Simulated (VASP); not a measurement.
# PbSe (Clausthalite) (Fm-3m) in VASP: settings compared

The runs below take PbSe (Clausthalite) through single point, relaxation of cell and atoms, with PBEsol, PBE, RPBE.

Everything below comes from runs of VASP 6.6.1. Logs are shortened: lines on timing, memory, paths and dates and some standing lists are left out, and cuts for length are marked.

**The experiment to reproduce.**

A printed reference work, monograph reports, for a bulk crystal of PbSe at 4.2 K: band gap 0.15 eV (direct).

How close the calculation comes is told below.

### Step 1. The cell of the first run

Symmetry: Fm-3m, No. 225, cubic system. Conventional cell: a = 6.101 Å, b = 6.101 Å, c = 6.101 Å, α = 90.00°, β = 90.00°, γ = 90.00°. Within 4.0 Å of Pb (site symmetry m-3m) lie 6 Se at 3.05 Å. Se (site symmetry m-3m) has 6 Pb at 3.05 Å within 4.0 Å.

### Step 2. Single point, PBEsol

Input file INCAR:

```
PREC = Accurate
ENCUT = 520
EDIFF = 1E-7
ISMEAR = 0
SIGMA = 0.01
LREAL = False
LASPH = True
NELM = 60
ALGO = Normal
ISIF = 2
LWAVE = False
LCHARG = False
GGA = PS
NBANDS = 17
```

Input file KPOINTS:

```
Automatic mesh
0
Gamma
  6 6 6
```

Input file POSCAR:

```
PbSe
1.0
    0.0000000000      3.0504394393      3.0504394393
    3.0504394393      0.0000000000      3.0504394393
    3.0504394393      3.0504394393      0.0000000000
Pb Se
1 1
Direct
    0.0000000000      0.0000000000      0.0000000000
    0.5000000000      0.5000000000      0.5000000000
```

Potentials or basis: VASP PAW PBE potentials, release 64 (Pb_d, Se).

Launch:

```console
$ cat potpaw_PBE.64/Pb_d/POTCAR potpaw_PBE.64/Se/POTCAR > POTCAR
$ mpirun -np 1 vasp_std > vasp.out
```

OUTCAR:

```text
PREC = Accurate
   ENCUT = 520
   EDIFF = 1E-7
   ISMEAR = 0
   LREAL = False
   LASPH = True
   NELM = 60
   ISIF = 2
   GGA = PS

 ion  position               nearest neighbor table
   1  0.000  0.000  0.000-   2 3.05   2 3.05   2 3.05   2 3.05   2 3.05   2 3.05
   2  0.500  0.500  0.500-   1 3.05   1 3.05   1 3.05   1 3.05   1 3.05   1 3.05

  LATTYP: Found a face centered cubic cell.
 ALAT       =     6.1008788786

  Lattice vectors:

 A1 = (   0.0000000000,   3.0504394393,   3.0504394393)
 A2 = (   3.0504394393,   0.0000000000,   3.0504394393)
 A3 = (   3.0504394393,   3.0504394393,   0.0000000000)

Analysis of symmetry for initial positions (statically):
=====================================================================
 Subroutine PRICEL returns:
 Original cell was already a primitive cell.

 Routine SETGRP: Setting up the symmetry group for a
 face centered cubic supercell.

 Subroutine GETGRP returns: Found 48 space group operations
 (whereof 48 operations were pure point group operations)
 out of a pool of 48 trial point group operations.

The static configuration has the point symmetry O_h .

Analysis of symmetry for dynamics (positions and initial velocities):
=====================================================================
 Subroutine PRICEL returns:
 Original cell was already a primitive cell.

 Routine SETGRP: Setting up the symmetry group for a
 face centered cubic supercell.

 Subroutine GETGRP returns: Found 48 space group operations
 (whereof 48 operations were pure point group operations)
 out of a pool of 48 trial point group operations.

The dynamic configuration has the point symmetry O_h .

 Subroutine INISYM returns: Found 48 space group operations
 (whereof 48 operations are pure point group operations),
 and found     1 'primitive' translations

----------------------------------------------------------------------------------------

                                     Primitive cell

  volume of cell :      56.7698

  direct lattice vectors                    reciprocal lattice vectors
     0.000000000  3.050439439  3.050439439    -0.163910810  0.163910810  0.163910810
     3.050439439  0.000000000  3.050439439     0.163910810 -0.163910810  0.163910810
     3.050439439  3.050439439  0.000000000     0.163910810  0.163910810 -0.163910810

  length of vectors
     4.313972826  4.313972826  4.313972826     0.283901851  0.283901851  0.283901851

  position of ions in fractional coordinates (direct lattice)
     0.000000000  0.000000000  0.000000000
     0.500000000  0.500000000  0.500000000

  ion indices of the primitive-cell ions
   primitive index   ion index
                 1           1
                 2           2

----------------------------------------------------------------------------------------

 KPOINTS: Automatic mesh

Automatic generation of k-mesh.
 Grid dimensions read from file:
 generate k-points for:    6    6    6

 Generating k-lattice:

  Cartesian coordinates                     Fractional coordinates (reciprocal lattice)
    -0.027318468  0.027318468  0.027318468     0.166666667  0.000000000  0.000000000
     0.027318468 -0.027318468  0.027318468     0.000000000  0.166666667  0.000000000
     0.027318468  0.027318468 -0.027318468     0.000000000  0.000000000  0.166666667

  Length of vectors
     0.047316975  0.047316975  0.047316975

  Shift w.r.t. Gamma in fractional coordinates (k-lattice)
     0.000000000  0.000000000  0.000000000

 Subroutine IBZKPT returns following result:
 ===========================================

 Found     16 irreducible k-points:

 Following reciprocal coordinates:
            Coordinates               Weight
  0.000000  0.000000  0.000000      1.000000
  0.166667  0.000000  0.000000      8.000000
  0.333333  0.000000  0.000000      8.000000
  0.500000  0.000000  0.000000      4.000000
  0.166667  0.166667  0.000000      6.000000
  0.333333  0.166667  0.000000     24.000000
[... 8 lines left out ...]
 -0.333333  0.333333  0.166667     24.000000
 -0.333333  0.500000  0.166667     12.000000
   k-points           NKPTS =     16   k-points in BZ     NKDIM =     16   number of bands    NBANDS=     17
   number of dos      NEDOS =    301   number of ions     NIONS =      2
   total plane-waves  NPLWV =  32768
   dimension x,y,z NGX =    32 NGY =   32 NGZ =   32
   dimension x,y,z NGXF=    64 NGYF=   64 NGZF=   64
   ions per type =               1   1
   NGX,Y,Z   is equivalent  to a cutoff of  12.33, 12.33, 12.33 a.u.
   NGXF,Y,Z  is equivalent  to a cutoff of  24.66, 24.66, 24.66 a.u.
 SYSTEM =  unknown system
   PREC   = accura    normal or accurate (medium, high low for compatibility)
   ISTART =      0    job   : 0-new  1-cont  2-samecut
   ICHARG =      2    charge: 1-file 2-atom 10-const
   ISPIN  =      1    spin polarized calculation?
   LNONCOLLINEAR =      F non collinear calculations
   LSORBIT =      F    spin-orbit coupling
   LASPH  =      T    aspherical Exc in radial PAW
   ENCUT  =  520.0 eV  38.22 Ry    6.18 a.u.   8.02  8.02  8.02*2*pi/ulx,y,z
   NELM   =     60;   NELMIN=  2; NELMDL= -5     # of ELM steps
   EDIFF  = 0.1E-06   stopping-criterion for ELM
   LREAL  =      F    real-space projection
   EDIFFG = 0.1E-05   stopping-criterion for IOM
   NSW    =      0    number of steps for IOM
   IBRION =     -1    ionic relax: 0-MD 1-quasi-New 2-CG
   NFREE  =      0    steps in history (QN), initial steepest desc. (CG)
   ISIF   =      2    stress and relaxation
   ISYM   =      2    0-nonsym 1-usesym 2-fastsym
   POTIM  = 0.5000    time-step for ionic-motion
   TEBEG  =    0.0;   TEEND  =   0.0 temperature during run
   PSTRESS=    0.0 pullay stress
   NELECT =      20.0000    total number of electrons
   NUPDOWN=      -1.0000    fix difference up-down
   EMIN   =  10.00;   EMAX   =-10.00  energy-range for DOS
   EFERMI =   0.00;   METHOD = LEGACY
   ISMEAR =     0;   SIGMA  =   0.01  broadening in eV -4-tet -1-fermi 0-gaus
   EFERMI_NEDOS =   21; number of points for ismear=-14 and -15
   IALGO  =     38    algorithm
   IMIX   =      4    mixing-type and parameters
     AMIX     =   0.40;   BMIX     =  1.00
     AMIX_MAG =   1.60;   BMIX_MAG =  1.00
  volume/ion in A,a.u.               =      28.38       191.55
  Fermi-wavevector in a.u.,A,eV,Ry     =   1.156234  2.184966 18.189318  1.336877
  Thomas-Fermi vector in A             =   2.292856
   LORBIT       =      0    0 simple, 1 ext, 2 COOP (PROOUT), +10 PAW based schemes
   GGA     = PS    functional components
   LHFCALC =     F    Hartree Fock is set to
   AEXX    =    0.0000 exact exchange contribution
   IVDW    =     0    specifies the selected vdW correction
   LEPSILON=     F    determine dielectric tensor
   LRPA    =     F    only Hartree local field effects (RPA)
 non-spin polarized calculation
 Gauss-broadening in eV      SIGMA  =   0.01
  energy-cutoff  :      520.00
  volume of cell :       56.77
 maximum number of plane-waves:      1544
   NGX = 17   NGY = 17   NGZ = 17

 number of electron      20.0000003 magnetization

 Free energy of the ion-electron system (eV)
  ---------------------------------------------------
  ext. energy  EPLUGINS =         0.00000000
  ---------------------------------------------------
  free energy    TOTEN  =        -8.92114651 eV

  energy without entropy =       -8.92114651  energy(sigma->0) =       -8.92114651

 E-fermi :   5.1055     XC(G=0):  -9.7663

 val. band max:        5.0410278156   @ k =   0.5000   0.0000   0.0000
 cond. band min:       5.2111209658   @ k =   0.5000   0.0000   0.0000
 fundamental gap:      0.1700931502
 Fermi energy:         5.1055230681

 k-point     1 :       0.0000    0.0000    0.0000
  band No.  band energies     occupation
      1     -11.7273      2.00000
      2     -11.7273      2.00000
      3     -11.7273      2.00000
      4     -11.7263      2.00000
      5     -11.7263      2.00000
      6      -8.6604      2.00000
[... 9 lines left out ...]
     16      11.4610      0.00000
     17      13.0049      0.00000

 k-point     2 :       0.1667    0.0000    0.0000
  band No.  band energies     occupation
      1     -11.7331      2.00000
      2     -11.7331      2.00000
      3     -11.7264      2.00000
      4     -11.7184      2.00000
      5     -11.7184      2.00000
      6      -8.4479      2.00000
[... 9 lines left out ...]
     16      12.0483      0.00000
     17      14.8145      0.00000

 k-point     3 :       0.3333    0.0000    0.0000
  band No.  band energies     occupation
      1     -11.7461      2.00000
      2     -11.7461      2.00000
      3     -11.7251      2.00000
      4     -11.7008      2.00000
      5     -11.7008      2.00000
      6      -7.9184      2.00000
[... 9 lines left out ...]
     16      13.5174      0.00000
     17      16.7965      0.00000

 k-point     4 :       0.5000    0.0000    0.0000
  band No.  band energies     occupation
      1     -11.7526      2.00000
      2     -11.7526      2.00000
      3     -11.7246      2.00000
      4     -11.6920      2.00000
      5     -11.6920      2.00000
      6      -7.5597      2.00000
[... 9 lines left out ...]
     16      15.1533      0.00000
     17      15.1533      0.00000
[... 183 lines left out ...]
      1     -11.7975      2.00000
      2     -11.7295      2.00000
      3     -11.7279      2.00000
      4     -11.6978      2.00000
      5     -11.6926      2.00000
      6      -7.5045      2.00000
[... 9 lines left out ...]
     16      15.2313      0.00000
     17      15.5898      0.00000

 k-point    15 :      -0.3333    0.3333    0.1667
  band No.  band energies     occupation
      1     -11.8075      2.00000
      2     -11.7334      2.00000
      3     -11.7140      2.00000
      4     -11.7102      2.00000
      5     -11.6856      2.00000
      6      -7.2494      2.00000
[... 9 lines left out ...]
     16      16.3816      0.00000
     17      16.4116      0.00000

 k-point    16 :      -0.3333    0.5000    0.1667
  band No.  band energies     occupation
      1     -11.8380      2.00000
      2     -11.7309      2.00000
      3     -11.7204      2.00000
      4     -11.6972      2.00000
      5     -11.6796      2.00000
      6      -7.1458      2.00000
[... 9 lines left out ...]
     16      16.7061      0.00000
     17      17.6883      0.00000

------------------------ aborting loop because EDIFF is reached ----------------------------------------

  FORCE on cell =-STRESS in cart. coord.  units (eV):
  Direction    XX          YY          ZZ          XY          YZ          ZX
  --------------------------------------------------------------------------------------
  -------------------------------------------------------------------------------------
  Total       -0.0016720     -0.0016720     -0.0016720      0.0000000      0.0000000     -0.0000000
  in kB       -0.0471871     -0.0471871     -0.0471871      0.0000000      0.0000000     -0.0000000
  external PRESSURE =      -0.0471871 kB  Pullay stress =       0.0000000 kB

 VOLUME and BASIS-vectors are now :
 -----------------------------------------------------------------------------
  energy-cutoff  :      520.00
  volume of cell :       56.77
      direct lattice vectors                 reciprocal lattice vectors
     0.000000000  3.050439439  3.050439439    -0.163910810  0.163910810  0.163910810
     3.050439439  0.000000000  3.050439439     0.163910810 -0.163910810  0.163910810
     3.050439439  3.050439439  0.000000000     0.163910810  0.163910810 -0.163910810

 POSITION                                       TOTAL-FORCE (eV/Angst)
 -----------------------------------------------------------------------------------
      0.00000      0.00000      0.00000         0.000000      0.000000     -0.000000
      3.05044      3.05044      3.05044        -0.000000     -0.000000      0.000000
 -----------------------------------------------------------------------------------
    total drift:                                0.000000     -0.000000     -0.000000

  FREE ENERGIE OF THE ION-ELECTRON SYSTEM (eV)
  ---------------------------------------------------
  free  energy   TOTEN  =        -8.9211465140 eV

  energy  without entropy=       -8.9211465140  energy(sigma->0) =       -8.92114651
```

Run time: 8.8 s. Hardware: 1 thread of Intel Xeon 6975P-C, shared host; peak memory 0.18 GiB.

What came out:

```
Free energy            : -8.9211 eV
Pressure               : 0.0 GPa
Band gap on the k mesh : 0.17 eV, direct
```

Levels at points of the mesh, in eV from the valence-band top:
```tsv
k point	band 7	band 8	band 9	band 10	band 11	band 12	band 13	band 14
(0.00, 0.00, 0.00)	-6.32	-1.92	-1.92	-1.92	4.69	4.69	4.69	6.42
(0.50, 0.00, 0.00)	-8.90	-1.51	-1.51	0.00	0.17	1.62	1.62	8.42
(0.50, 0.50, 0.00)	-7.43	-5.12	-3.32	-3.32	3.53	5.62	5.62	6.04
```

Caveat: the PAW data sets were made with another functional, which shifts forces and pressure a little; spin-orbit coupling is left out, which moves the levels of the heavy elements.

[end of part 1 of 3]
